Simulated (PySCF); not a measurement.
Spectrum to structure. The calculation used TDDFT B3LYP/def2-SVPD, vertical, gas phase, core orbitals frozen in the response (PySCF). Geometries: PBE0-D3(BJ)/def2-SVP, one conformer each.

```tsv
state	E (eV)	λ (nm)	f
S1	6.58	188.4	0.031
S2	6.65	186.4	0.0023
S3	6.70	185.0	0.511
S4	6.90	179.6	0.0043
S5	7.31	169.5	0.0054
S6	7.50	165.4	0.0004
```

Problem. Which structure fits? All have the formula C5H8.
A. `C=C=CCC`
B. `C=CC1CC1`
C. `C1CC12CC2`

Solution. B. Its S1 lies at 6.58 eV; the nearest of the others has S1 at 7.46 eV. S1 is HOMO→LUMO+1 (92%). Löwdin shares by element: HOMO carbon 79% or more (atoms not listed hold the other 21%); LUMO carbon 67% or more, hydrogen 12% or more (atoms not listed hold the other 21%). At the same level the other candidates give, for their lowest levels:
- `C1CC12CC2`: 7.46 eV (f 0.011); 7.75 eV (f 0.056 summed over 2 states); 7.92 eV (f 0.078 summed over 2 states); 7.96 eV (f 0.000); 8.14 eV (f 0.000 summed over 2 states); T1 7.34 eV; HOMO -7.62, LUMO 0.75 eV
- `C=C=CCC`: 5.59 eV (f 0.001); 6.10 eV (f 0.000); 6.70 eV (f 0.036); 6.86 eV (f 0.013); 7.06 eV (f 0.223); T1 4.55 eV; HOMO -7.03, LUMO -0.01 eV

Conformer computed: `[CH2:1]=[CH:2][CH:3]1[CH2:4][CH2:5]1`: C1–C2–C3–C4 -145°.
Triplets come from the Tamm–Dancoff approximation.
